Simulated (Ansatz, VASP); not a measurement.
**Two plane-wave programs on Zn**

```xyz
1
Lattice="-1.5585 1.5585 1.5585 1.5585 -1.5585 1.5585 1.5585 1.5585 -1.5585" Properties=species:S:1:pos:R:3 pbc="T T T"
Zn    0.0000    0.0000    0.0000
```

This isn't the form of Zn at room conditions, which is hcp.

Alike in both runs: task single point; functional r2SCAN; k mesh 12 × 12 × 12; occupations fermi-dirac, width 0.05 eV; no spin polarisation.

|  | VASP | Ansatz |
| --- | --- | --- |
| version | VASP 6.6.1 | Ansatz 0.2.0 |
| potentials or method | VASP PAW PBE potentials, release 64 (Zn) | Ansatz PAW |
| plane-wave cutoff (eV) | 520 | 500 |
| valence electrons in the cell | 12 | 12 |

```tsv
	VASP	Ansatz	Ansatz less VASP
gap on the k mesh at the Fermi level (eV)	none	none	-
pressure (GPa)	-3.5	-3.9	-0.47
```

A gap of «none» marks a metal or a gap that the smearing closes.

Caveats: the PAW data sets were made with another functional, which shifts forces and pressure a little (VASP); the PAW data sets come from PBE, with cores solved anew for the run's functional, which leaves a small shift of forces and pressure (Ansatz).
